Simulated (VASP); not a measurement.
Write the native input for VASP 6.6.1 that does the following.

* Task: single point
* Functional: r2SCAN
* Potentials or basis: VASP PAW PBE potentials, release 64 (Mg, S)
* Cutoff: 520 eV
* k mesh: 8 × 8 × 8
* Occupations: gaussian, width 0.01 eV
* Spin: no spin polarisation
* Dipole correction: no
* Further INCAR settings: ALGO = Normal; EDIFF = 1e-06; NBANDS = 11

Crystal: MgS.

```
Mg S
1.0
     0.00000    2.72015    2.53885
     2.72015    0.00000    2.53885
     2.72015    2.72015    0.00000
Mg S
1 1
Direct
  0.00000 0.00000 0.00000
  0.50000 0.50000 0.50000
```

The cell was built by a generator and needn't be a form met in nature.

The cell isn't the ideal one: epitaxial_xy strain +4.6%.

These files were run (other wordings do the same):

POSCAR

```
MgS
1.0
    0.0000000000      2.7201471552      2.5388474143
    2.7201471552      0.0000000000      2.5388474143
    2.7201471552      2.7201471552      0.0000000000
Mg S
1 1
Direct
    0.0000000000      0.0000000000      0.0000000000
    0.5000000000      0.5000000000      0.5000000000
```

INCAR.step1

```
ALGO     = Normal         # electronic algorithm
EDIFF    = 1E-4           # SCF threshold, eV
ENCUT    = 520            # plane-wave cutoff, eV
GGA      = PE             # functional
ISMEAR   = 0              # smearing method
LASPH    = T              # aspherical terms in the spheres
LCHARG   = F              # write CHGCAR
LREAL    = F              # projectors in reciprocal space
LWAVE    = T              # write WAVECAR
NBANDS   = 11             # bands
NELM     = 100            # most SCF steps
PREC     = Accurate       # precision mode
SIGMA    = 0.01           # smearing width, eV
```

INCAR.step2

```
ALGO     = Normal         # electronic algorithm
EDIFF    = 1E-6           # SCF threshold, eV
ENCUT    = 520            # plane-wave cutoff, eV
ISIF     = 2              # what is computed and relaxed
ISMEAR   = 0              # smearing method
ISTART   = 1            
LASPH    = T              # aspherical terms in the spheres
LCHARG   = F              # write CHGCAR
LMIXTAU  = T            
LREAL    = F              # projectors in reciprocal space
LWAVE    = F              # write WAVECAR
METAGGA  = R2SCAN         # meta-GGA
NBANDS   = 11             # bands
NELM     = 100            # most SCF steps
PREC     = Accurate       # precision mode
SIGMA    = 0.01           # smearing width, eV
```

KPOINTS

```
k-points
0
Gamma
  8 8 8
```

Potentials or basis: VASP PAW PBE potentials, release 64 (Mg, S).

Run with:

```console
$ cat potpaw_PBE.64/Mg/POTCAR potpaw_PBE.64/S/POTCAR > POTCAR
$ cp INCAR.step1 INCAR
$ mpirun -np 1 vasp_std > vasp.out
$ cp INCAR.step2 INCAR
$ mpirun -np 1 vasp_std > vasp.out
```

Results of the run:

```json
{"Pressure": "-4.3 GPa", "Band gap on the k mesh": "3.03 eV, indirect (least direct gap 3.99 eV)"}
```

Caveat: the PAW data sets were made with another functional, which shifts forces and pressure a little.

Wall time 86 s on 1 thread of Intel(R) Xeon(R) Platinum 8259CL CPU @ 2.50GHz (Skylake/Cascade Lake), on a shared host, peak memory 0.18 GiB.
